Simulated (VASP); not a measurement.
# TePb: relaxation of cell and atoms with PBE0

TePb:

```
Pb Te
1.0
     0.00000    3.23100    3.23100
     3.23100    0.00000    3.23100
     3.23100    3.23100    0.00000
Pb Te
1 1
Cartesian
  0.0000 0.0000 0.0000
  3.2310 3.2310 3.2310
```

```yaml
Program: VASP 6.6.1
Task: relaxation of cell and atoms
Functional: PBE0
Potentials_or_basis: VASP PAW PBE potentials, release 64 (Pb_d, Te)
Cutoff: 600 eV
k_mesh: 4 × 4 × 4
Occupations: fermi-dirac, width 0.05 eV
Spin: no spin polarisation
Grid_for_exact_exchange_PRECFOCK: Fast
Exchange_at_q_=_0: truncated
Further_INCAR_settings: ALGO = Normal; EDIFF = 1e-06; IBRION = 2; EDIFFG = -0.01; NSW = 40; ISIF = 3
```

```
Relaxed volume                         : 34.42 Å³/atom
Relaxed cell                           : a = 4.600 Å, b = 4.600 Å, c = 4.600 Å, α = 60.00°, β = 60.00°, γ = 60.00°
Space group after relaxing (to 0.05 Å) : Fm-3m (No. 225)
Energy gained by relaxing              : 2.1 meV/atom
Ionic steps                            : 4
Pressure after relaxing                : 0.0 GPa
Band gap on the k mesh                 : 1.71 eV, direct
```

The path:
```csv
step,energy change (eV),largest force (eV/Å),pressure (GPa),volume (Å³)
1,0.0000,0.0000,0.93,67.46
2,-0.0037,0.0000,-0.18,69.39
3,-0.0042,0.0000,-0.07,68.96
4,-0.0042,0.0000,-0.04,68.85
```

Final structure:
```
Pb Te
1.0
     0.00000    3.25300    3.25300
     3.25300    0.00000    3.25300
     3.25300    3.25300    0.00000
Pb Te
1 1
Direct
  0.00000 0.00000 0.00000
  0.50000 0.50000 0.50000
```

Levels at points of the mesh, in eV from the valence-band top:
```csv
k point,band 7,band 8,band 9,band 10,band 11,band 12,band 13,band 14
"(0.00, 0.00, 0.00)",-6.09,-1.57,-1.57,-1.57,5.43,5.43,5.43,7.07
"(0.50, 0.00, 0.00)",-9.42,-1.06,-1.06,0.00,1.71,2.30,2.30,9.78
"(0.50, 0.50, 0.00)",-7.93,-5.03,-3.16,-3.16,4.41,6.89,6.89,8.18
```

Run time: 11 min on 1 thread of Intel(R) Xeon(R) Platinum 8559C (Emerald Rapids), on a shared host, peak memory 0.25 GiB.

Caveat: the k mesh is coarse (spacing up to 0.42 Å⁻¹), so the values aren't converged, least of all with exact exchange; the PAW data sets were made with another functional, which shifts forces and pressure a little; spin-orbit coupling is left out, which as a rule narrows the gap of such compounds by several tenths of an eV. Zero-point motion and thermal expansion aren't in these numbers.
